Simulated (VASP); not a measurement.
**CdSe (strained wurtzite): a PBE single-point calculation in VASP**

INCAR

```
ENCUT = 520
PREC = Accurate
NSW = 0
LASPH = .TRUE.
NELM = 120
LREAL = .FALSE.
LCHARG = .FALSE.
LWAVE = .FALSE.
NBANDS = 26
ISIF = 2
SIGMA = 0.02
ISMEAR = -1
IBRION = -1
GGA = PE
EDIFF = 1E-7
```

KPOINTS

```
KPOINTS created by Atomic Simulation Environment
0
Gamma
12 12 4
0 0 0
```

KPOINTS_OPT

```
special points
6
Reciprocal
0.0000000000 0.0000000000 0.0000000000 1
0.5000000000 0.0000000000 0.0000000000 1
0.3333333333 0.3333333333 0.0000000000 1
0.0000000000 0.0000000000 0.5000000000 1
0.5000000000 0.0000000000 0.5000000000 1
0.3333333333 0.3333333333 0.5000000000 1
```

POSCAR

```
Cd Se
 1.0000000000000000
     4.1236874836199036    0.0000000000000000    0.0000000000000000
    -2.0618437418099518    3.5712181180827631    0.0000000000000000
     0.0000000000000000    0.0000000000000000    7.3976222538999998
 Cd  Se
   2   2
Cartesian
 -0.0000000000000001  2.3808120787218425  0.0745741998956831
  2.0618437418099518  1.1904060393609213  3.7733853268456832
 -0.0000000000000001  2.3808120787218425  2.6995341453168171
  2.0618437418099518  1.1904060393609213  6.3983452722668170
```

VASP ran with the recommended PBE PAW datasets (36 valence electrons in the cell).

Command

```
mpirun -np 1 vasp_std
```

From OUTCAR

```
k-points           NKPTS =     57   k-points in BZ     NKDIM =     57   number of bands    NBANDS=     26

   NELECT =      36.0000    total number of electrons

   dimension x,y,z NGX =    32 NGY =   32 NGZ =   56
   dimension x,y,z NGXF=    64 NGYF=   64 NGZF=  112

  energy-cutoff  :      520.00
  volume of cell :      108.94
      direct lattice vectors                 reciprocal lattice vectors
     4.123687484  0.000000000  0.000000000     0.242501403  0.140008250  0.000000000
    -2.061843742  3.571218118  0.000000000     0.000000000  0.280016501  0.000000000
     0.000000000  0.000000000  7.397622254     0.000000000  0.000000000  0.135178570

 k-points in reciprocal lattice and weights: KPOINTS created by Atomic Simulation Env
   0.00000000  0.00000000  0.00000000       0.002
   0.08333333  0.00000000  0.00000000       0.010
   0.16666667 -0.00000000  0.00000000       0.010
   0.25000000 -0.00000000  0.00000000       0.010
   0.33333333 -0.00000000  0.00000000       0.010
   0.41666667 -0.00000000  0.00000000       0.010
   0.50000000 -0.00000000  0.00000000       0.005
   0.08333333  0.08333333  0.00000000       0.010
   ...

 E-fermi :   1.5852

 k-point     1 :       0.0000    0.0000    0.0000
  band No.  band energies     occupation
      1     -11.5498      2.00000
      2     -11.1878      2.00000
      3      -6.8729      2.00000
      4      -6.8040      2.00000
      5      -6.8040      2.00000
      6      -6.7311      2.00000
      7      -6.7311      2.00000
      8      -6.4656      2.00000
      9      -6.4656      2.00000
     10      -6.4185      2.00000
     11      -6.4185      2.00000
     12      -6.2489      2.00000
     13      -3.6326      2.00000
     14       0.6779      2.00000
     15       0.6779      2.00000
     16       0.7848      2.00000
     17       1.3720      1.99995
     18       1.3720      1.99995
     19       1.7806      0.00011
     20       4.1661      0.00000
     21       6.7785      0.00000
     22       7.5161      0.00000
     23       7.5161      0.00000
     24       8.4232      0.00000
     25       8.5890      0.00000
     26       8.5890      0.00000

 k-point     2 :       0.0833    0.0000    0.0000
  band No.  band energies     occupation
      1     -11.5240      2.00000
      2     -11.1735      2.00000
      3      -6.8654      2.00000
      4      -6.7964      2.00000
      5      -6.7872      2.00000
      6      -6.7219      2.00000
      7      -6.7197      2.00000
      8      -6.4708      2.00000
      9      -6.4651      2.00000
     10      -6.4292      2.00000
     11      -6.4168      2.00000
     12      -6.2282      2.00000
     13      -3.5811      2.00000
     14       0.3167      2.00000
     15       0.5852      2.00000
     16       0.6167      2.00000
     17       0.8494      2.00000
     18       1.3186      2.00000
     19       2.3712      0.00000
     20       4.5072      0.00000
     21       6.9611      0.00000
     22       7.1743      0.00000
     23       7.5955      0.00000
     24       8.2858      0.00000
     25       8.4091      0.00000
     26       8.7540      0.00000

 k-point     3 :       0.1667   -0.0000    0.0000
  band No.  band energies     occupation
      1     -11.4519      2.00000
      2     -11.1349      2.00000
      3      -6.8448      2.00000
      4      -6.7773      2.00000
      5      -6.7396      2.00000
      6      -6.6910      2.00000
      7      -6.6887      2.00000
      8      -6.4853      2.00000
      9      -6.4607      2.00000
     10      -6.4489      2.00000
     11      -6.4118      2.00000
     12      -6.1755      2.00000
     13      -3.4345      2.00000
     14      -0.4760      2.00000
     15      -0.1332      2.00000
     16       0.3505      2.00000
     17       0.6718      2.00000
     18       1.1717      2.00000
     19       3.0216      0.00000
     20       5.1088      0.00000
     21       6.5857      0.00000
     22       7.2528      0.00000
     23       7.7383      0.00000
     24       8.0532      0.00000
     25       8.3077      0.00000
     26       9.2071      0.00000

 k-point     4 :       0.2500   -0.0000    0.0000
  band No.  band energies     occupation
      1     -11.3495      2.00000
      2     -11.0844      2.00000
      3      -6.8147      2.00000
      4      -6.7564      2.00000
      5      -6.6905      2.00000
      6      -6.6480      2.00000
      7      -6.6189      2.00000
      8      -6.5038      2.00000
      9      -6.4562      2.00000
     10      -6.4472      2.00000
     11      -6.4032      2.00000
     12      -6.1022      2.00000
     13      -3.2258      2.00000
     14      -1.3048      2.00000
     15      -0.8938      2.00000
     16       0.0616      2.00000
     17       0.4429      2.00000
     18       0.9734      2.00000
     19       3.5666      0.00000
     20       5.2600      0.00000
     21       6.2399      0.00000
     22       6.9917      0.00000
     23       7.7666      0.00000
     24       8.4652      0.00000
     25       8.5381      0.00000
     26       9.1639      0.00000

 k-point     5 :       0.3333   -0.0000    0.0000
  band No.  band energies     occupation
      1     -11.2407      2.00000
      2     -11.0383      2.00000
      3      -6.7829      2.00000
      4      -6.7420      2.00000
      5      -6.6564      2.00000
      6      -6.6106      2.00000
      7      -6.5527      2.00000
      8      -6.5221      2.00000
      9      -6.4243      2.00000
     10      -6.3907      2.00000
     11      -6.3901      2.00000
     12      -6.0241      2.00000
     13      -3.0556      2.00000
     14      -1.9614      2.00000
     15      -1.4993      2.00000
     16      -0.2019      2.00000
     17       0.1151      2.00000
     18       0.7810      2.00000
     19       3.9777      0.00000
     20       5.0686      0.00000
     21       5.9541      0.00000
     22       6.7392      0.00000
     23       7.6717      0.00000
     24       8.4004      0.00000
     25       9.0406      0.00000
     26      10.0688      0.00000

 k-point     6 :       0.4167   -0.0000    0.0000
  band No.  band energies     occupation
      1     -11.1535      2.00000
      2     -11.0109      2.00000
      3      -6.7614      2.00000
      4      -6.7355      2.00000
      5      -6.6239      2.00000
      6      -6.5867      2.00000
      7      -6.5547      2.00000
      8      -6.5337      2.00000
      9      -6.4015      2.00000
     10      -6.3778      2.00000
     11      -6.2285      2.00000
     12      -5.9849      2.00000
     13      -3.0787      2.00000
     14      -2.3693      2.00000
     15      -1.7265      2.00000
     16      -0.3830      2.00000
     17      -0.2383      2.00000
     18       0.6440      2.00000
     19       4.2098      0.00000
     20       4.9575      0.00000
     21       5.6636      0.00000
     22       6.7138      0.00000
     23       7.5667      0.00000
     24       8.2862      0.00000
     25       9.0538      0.00000
     26      11.0910      0.00000

 k-point     7 :       0.5000   -0.0000    0.0000
  band No.  band energies     occupation
      1     -11.1181      2.00000
      2     -11.0041      2.00000
      3      -6.7548      2.00000
      4      -6.7339      2.00000
      5      -6.5966      2.00000
      6      -6.5789      2.00000
      7      -6.5768      2.00000
      8      -6.5353      2.00000
      9      -6.3918      2.00000
     10      -6.3722      2.00000
     11      -6.1095      2.00000
     12      -6.0116      2.00000
     13      -3.1428      2.00000
     14      -2.5299      2.00000
     15      -1.6979      2.00000
     16      -0.4473      2.00000
     17      -0.4156      2.00000
     18       0.5947      2.00000
     19       4.2760      0.00000
     20       4.9407      0.00000
     21       5.5385      0.00000
     22       6.7573      0.00000
     23       7.5248      0.00000
     24       8.2675      0.00000
     25       8.8964      0.00000
     26      11.0974      0.00000

 k-point     8 :       0.0833    0.0833    0.0000
  band No.  band energies     occupation
      1     -11.4750      2.00000
      2     -11.1470      2.00000
      3      -6.8512      2.00000
      4      -6.7842      2.00000
      5      -6.7531      2.00000
      6      -6.7051      2.00000
      7      -6.6959      2.00000
      8      -6.4790      2.00000
      9      -6.4653      2.00000
     10      -6.4431      2.00000
     11      -6.4134      2.00000
     12      -6.1918      2.00000
     13      -3.4819      2.00000
     14      -0.1754      2.00000
     15      -0.0191      2.00000
     16       0.4600      2.00000
     17       0.7185      2.00000
     18       1.1825      2.00000
     19       2.8704      0.00000
     20       5.0005      0.00000
     21       6.7888      0.00000
     22       7.2770      0.00000
     23       7.4107      0.00000
     24       8.1141      0.00000
     25       8.4451      0.00000
     26       8.9086      0.00000

 ...

  Total        4.1654853      4.1654853      1.3925464      0.0000000      0.0000000      0.0000000
  in kB       61.2606942     61.2606942     20.4798127      0.0000000      0.0000000      0.0000000
  external PRESSURE =      47.6670670 kB  Pullay stress =       0.0000000 kB

 POSITION                                       TOTAL-FORCE (eV/Angst)
 -----------------------------------------------------------------------------------
      0.00000      2.38081      0.07457         0.000000     -0.000000      0.011997
      2.06184      1.19041      3.77339         0.000000      0.000000      0.011997
      0.00000      2.38081      2.69953         0.000000     -0.000000     -0.011997
      2.06184      1.19041      6.39835        -0.000000      0.000000     -0.011997
 -----------------------------------------------------------------------------------
    total drift:                               -0.000000     -0.000000     -0.002739

  FREE ENERGIE OF THE ION-ELECTRON SYSTEM (eV)
  ---------------------------------------------------
  free  energy   TOTEN  =       -10.7562501884 eV

  energy  without entropy=      -10.7562500975  energy(sigma->0) =      -10.75625014
```

```yaml
gap_between_bands_v_and_c: 0.41 eV
least_direct_gap: 0.41 eV
pressure: 4.8 GPa
largest_force: 0.01 eV/Å
```

Band v is the last that the valence electrons fill when counted band by band, and c is the next.

The run took about 2.6 min on one core of a shared host (Intel Xeon Platinum 8488C) and held 0.4 GiB at most.
